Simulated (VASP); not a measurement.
## GaP in VASP 6.6.1, single-point calculation

INCAR

```
PREC = Accurate
LCHARG = .FALSE.
NELM = 92
IBRION = -1
LWAVE = .FALSE.
SIGMA = 0.02
NBANDS = 16
IMIX = 1
EDIFF = 1E-7
ISIF = 2
NSW = 0
ISMEAR = -1
LREAL = .FALSE.
AMIX = 0.2
GGA = RP
LASPH = .TRUE.
ENCUT = 520
```

KPOINTS

```
KPOINTS created by Atomic Simulation Environment
0
Monkhorst-Pack
8 8 8
0 0 0
```

POSCAR

```
Ga P
 1.0000000000000000
     0.0000000000000000    2.6572643123000002    2.7830825241000001
     2.6572643123000002    0.0000000000000000    2.7830825241000001
     2.6572643123000002    2.6572643123000002    0.0000000000000000
 Ga  P
   1   1
Cartesian
  0.0000000000000000  0.0000000000000000  0.0000000000000000
  1.3286321561500001  1.3286321561500001  1.3915412620500001
```

The recommended PBE PAW datasets give the neutral cell 18 valence electrons.

Command

```
mpirun -np 1 vasp_std
```

OSZICAR

```
N       E                     dE             d eps       ncg     rms          rms(c)
DAV:   1     0.823504786576E+02    0.82350E+02   -0.90099E+03  4792   0.163E+03
DAV:   2    -0.227142209904E+01   -0.84622E+02   -0.80281E+02  5312   0.313E+02
DAV:   3    -0.852024965060E+01   -0.62488E+01   -0.62267E+01  5816   0.656E+01
DAV:   4    -0.861865894918E+01   -0.98409E-01   -0.98387E-01  5768   0.891E+00
DAV:   5    -0.862047088288E+01   -0.18119E-02   -0.18119E-02  5976   0.108E+00    0.503E+00
DAV:   6    -0.847396937302E+01    0.14650E+00   -0.89706E-02  7168   0.529E+00    0.418E+00
DAV:   7    -0.841375845247E+01    0.60211E-01   -0.45005E-02  7320   0.271E+00    0.343E+00
DAV:   8    -0.838906653312E+01    0.24692E-01   -0.19213E-02  7408   0.141E+00    0.284E+00
DAV:   9    -0.837865306357E+01    0.10413E-01   -0.69181E-03  6496   0.752E-01    0.236E+00
DAV:  10    -0.837428141750E+01    0.43716E-02   -0.32711E-03  6128   0.424E-01    0.195E+00
...
DAV:  39    -0.837455962261E+01   -0.90467E-06   -0.15590E-07  5600   0.197E-03    0.331E-03
DAV:  40    -0.837456029728E+01   -0.67467E-06   -0.11659E-07  5328   0.170E-03    0.276E-03
DAV:  41    -0.837456079985E+01   -0.50257E-06   -0.87653E-08  5240   0.149E-03    0.231E-03
DAV:  42    -0.837456117381E+01   -0.37397E-06   -0.65749E-08  4768   0.130E-03    0.194E-03
DAV:  43    -0.837456145180E+01   -0.27798E-06   -0.49973E-08  4328   0.116E-03    0.164E-03
DAV:  44    -0.837456165808E+01   -0.20628E-06   -0.37910E-08  4120   0.104E-03    0.138E-03
DAV:  45    -0.837456181105E+01   -0.15297E-06   -0.29121E-08  4112   0.920E-04    0.117E-03
DAV:  46    -0.837456192425E+01   -0.11320E-06   -0.22071E-08  3784   0.808E-04    0.993E-04
DAV:  47    -0.837456200790E+01   -0.83646E-07   -0.16724E-08  3408   0.706E-04
   1 F= -.83745620E+01 E0= -.83745620E+01  d E =-.853326E-11
```

From OUTCAR

```
k-points           NKPTS =    144   k-points in BZ     NKDIM =    144   number of bands    NBANDS=     16

   NELECT =      18.0000    total number of electrons

   dimension x,y,z NGX =    30 NGY =   30 NGZ =   28
   dimension x,y,z NGXF=    60 NGYF=   60 NGZF=   56

  energy-cutoff  :      520.00
  volume of cell :       39.30
      direct lattice vectors                 reciprocal lattice vectors
     0.000000000  2.657264312  2.783082524    -0.188163442  0.188163442  0.179656908
     2.657264312  0.000000000  2.783082524     0.188163442 -0.188163442  0.179656908
     2.657264312  2.657264312  0.000000000     0.188163442  0.188163442 -0.179656908

 k-points in reciprocal lattice and weights: KPOINTS created by Atomic Simulation Env
   0.06250000  0.06250000  0.06250000       0.004
   0.18750000  0.06250000  0.06250000       0.008
   0.31250000  0.06250000  0.06250000       0.008
   0.43750000  0.06250000  0.06250000       0.008
  -0.43750000  0.06250000  0.06250000       0.008
  -0.31250000  0.06250000  0.06250000       0.008
  -0.18750000  0.06250000  0.06250000       0.008
  -0.06250000  0.06250000  0.06250000       0.008
   ...

 E-fermi :   5.4785

 k-point     1 :       0.0625    0.0625    0.0625
  band No.  band energies     occupation
      1      -9.5548      2.00000
      2      -9.5408      2.00000
      3      -9.5373      2.00000
      4      -9.4392      2.00000
      5      -9.4326      2.00000
      6      -7.5816      2.00000
      7       4.4680      2.00000
      8       4.9166      2.00000
      9       5.0831      2.00000
     10       7.5474      0.00000
     11       9.0123      0.00000
     12       9.0430      0.00000
     13       9.1794      0.00000
     14      14.1237      0.00000
     15      14.5267      0.00000
     16      15.0184      0.00000

 k-point     2 :       0.1875    0.0625    0.0625
  band No.  band energies     occupation
      1      -9.5712      2.00000
      2      -9.5385      2.00000
      3      -9.5295      2.00000
      4      -9.4395      2.00000
      5      -9.4321      2.00000
      6      -7.3079      2.00000
      7       2.9590      2.00000
      8       4.3629      2.00000
      9       4.8131      2.00000
     10       7.9616      0.00000
     11       9.2570      0.00000
     12       9.4903      0.00000
     13      10.2017      0.00000
     14      13.4340      0.00000
     15      14.5332      0.00000
     16      15.5461      0.00000

 k-point     3 :       0.3125    0.0625    0.0625
  band No.  band energies     occupation
      1      -9.6021      2.00000
      2      -9.5291      2.00000
      3      -9.5195      2.00000
      4      -9.4391      2.00000
      5      -9.4288      2.00000
      6      -6.6632      2.00000
      7       0.7886      2.00000
      8       3.8409      2.00000
      9       4.3704      2.00000
     10       7.5901      0.00000
     11       9.7539      0.00000
     12      10.0562      0.00000
     13      11.8482      0.00000
     14      13.5902      0.00000
     15      14.7578      0.00000
     16      15.7137      0.00000

 ...

  Total        2.0872339      2.0872339      1.1882138      0.0000000      0.0000000      0.0000000
  in kB       85.0856094     85.0856094     48.4372631      0.0000000      0.0000000      0.0000000
  external PRESSURE =      72.8694940 kB  Pullay stress =       0.0000000 kB

 POSITION                                       TOTAL-FORCE (eV/Angst)
 -----------------------------------------------------------------------------------
      0.00000      0.00000      0.00000        -0.000000     -0.000000     -0.000000
      1.32863      1.32863      1.39154         0.000000      0.000000      0.000000
 -----------------------------------------------------------------------------------
    total drift:                                0.000000      0.000000     -0.000005

  FREE ENERGIE OF THE ION-ELECTRON SYSTEM (eV)
  ---------------------------------------------------
  free  energy   TOTEN  =        -8.3745620079 eV

  energy  without entropy=       -8.3745620079  energy(sigma->0) =       -8.37456201
```

It converged. Results: gap between bands v and c on the k mesh 1.61 eV; least direct gap on the k mesh 2.46 eV; pressure 7.3 GPa. Band v is the last that the valence electrons fill when counted band by band, and c is the next.

The shifted mesh misses Γ, so a band edge there is missed.

For comparison, a separate PBE run of the intended cell, on usual settings and not on those above, gives a gap of 1.36 eV on its mesh and a pressure of 5.2 GPa.

The run above took about 5.7 min on one core of a shared host (Intel Xeon Platinum 8488C) and held 0.23 GiB at most.
